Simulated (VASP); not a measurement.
A run of VASP 6.6.1:

Contents of POSCAR:

```
AgCl
1.0
    3.4339730000      0.0000000000      0.0000000000
    0.0000000000      3.4339730000      0.0000000000
    0.0000000000      0.0000000000      3.4339730000
Ag Cl
1 1
Direct
    0.0000000000      0.0000000000      0.0000000000
    0.5000000000      0.5000000000      0.5000000000
```

Contents of INCAR.step1:

```
SYSTEM = AgCl
ALGO     = Normal         ! electronic algorithm
EDIFF    = 1E-4           ! SCF threshold, eV
ENCUT    = 520            ! plane-wave cutoff, eV
GGA      = PE             ! functional
ISMEAR   = 0              ! smearing method
LASPH    = .True.         ! aspherical terms in the spheres
LCHARG   = .False.        ! write CHGCAR
LREAL    = .False.        ! projectors in reciprocal space
LWAVE    = .True.         ! write WAVECAR
NBANDS   = 16             ! bands
NELM     = 60             ! most SCF steps
PREC     = Accurate       ! precision mode
SIGMA    = 0.1            ! smearing width, eV
```

INCAR.step2

```
SYSTEM = AgCl
ALGO     = Normal         ! electronic algorithm
EDIFF    = 1E-6           ! SCF threshold, eV
ENCUT    = 520            ! plane-wave cutoff, eV
ISIF     = 2              ! what is computed and relaxed
ISMEAR   = 0              ! smearing method
ISTART   = 1            
LASPH    = .True.         ! aspherical terms in the spheres
LCHARG   = .False.        ! write CHGCAR
LMIXTAU  = .True.       
LREAL    = .False.        ! projectors in reciprocal space
LWAVE    = .False.        ! write WAVECAR
METAGGA  = R2SCAN         ! meta-GGA
NBANDS   = 16             ! bands
NELM     = 60             ! most SCF steps
PREC     = Accurate       ! precision mode
SIGMA    = 0.1            ! smearing width, eV
```

File KPOINTS:

```
k-points
0
Gamma
  6 6 6
  0 0 0
```

Potentials or basis: VASP PAW PBE potentials, release 64 (Ag, Cl).

Command:

```console
$ cat potpaw_PBE.64/Ag/POTCAR potpaw_PBE.64/Cl/POTCAR > POTCAR
$ cp INCAR.step1 INCAR
$ mpirun -np 1 vasp_std > vasp.out
$ cp INCAR.step2 INCAR
$ mpirun -np 1 vasp_std > vasp.out
```

Hardware: 1 thread of Intel(R) Xeon(R) Platinum 8375C CPU @ 2.90GHz (Ice Lake), on a shared host.

Problem. Estimate the wall time of this run.

Solution. Wall time 74 s on 1 thread of Intel(R) Xeon(R) Platinum 8375C CPU @ 2.90GHz (Ice Lake), with other jobs on the host, peak memory 0.17 GiB. Counts: scf iterations 11, k points 20.
